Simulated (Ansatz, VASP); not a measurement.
**Ti in VASP and in Ansatz**

INCAR

```
ALGO = Normal
EDIFF = 1E-6
ENCUT = 520
ISIF = 2
ISMEAR = -1
LASPH = T
LCHARG = T
LELF = T
LREAL = F
LVHAR = T
LWAVE = F
NBANDS = 12
NELM = 60
PREC = Accurate
SIGMA = 0.08
```

Contents of KPOINTS:

```
k-points
0
Gamma
  19 19 19
```

POSCAR

```
Ti
1.0
   -1.4451961343      1.4451961343      1.4451961343
    1.4451961343     -1.4451961343      1.4451961343
    1.4451961343      1.4451961343     -1.4451961343
Ti
1
Direct
    0.0000000000      0.0000000000      0.0000000000
```

Input for Ansatz:

```yaml
crystal:
  lattice:
    - [-1.4451961343, 1.4451961343, 1.4451961343]
    - [1.4451961343, -1.4451961343, 1.4451961343]
    - [1.4451961343, 1.4451961343, -1.4451961343]
  atoms:
    - { symbol: Ti, position: [0.0, 0.0, 0.0] }
kpoints:
  mp_grid: { grid: [19, 19, 19] }
scf:
  occupations: { method: fermi_dirac, width: 0.08 }
hamiltonian:
  xc: lda
  pseudopotentials: { kind: paw }
output:
  forces: true
  stress: true
  eigenvalues: true
  populations: true
```

Change from the starting cell: volume scaled by 0.76, PAW files.

Alike in both runs: task single point; functional LDA; k mesh 19 × 19 × 19; occupations fermi-dirac, width 0.08 eV; no spin polarisation.

```csv
,VASP,Ansatz
version,VASP 6.6.1,Ansatz 0.2.0
potentials or method,"VASP PAW LDA potentials, release 64 (Ti_sv)","PAW with Ansatz's default frozen-core files, scalar-relativistic"
plane-wave cutoff (eV),520,420
valence electrons in the cell,12,12
```

Ansatz gave:

| Item | Value |
| --- | --- |
| pressure (GPa) | 49.1 |

Problem. Estimate VASP's values.

Solution. Pressure (GPa): 48.6.

Caveats: so large a pressure means that the cell lies far from this level's equilibrium, or that cutoff or potentials fall short (VASP).
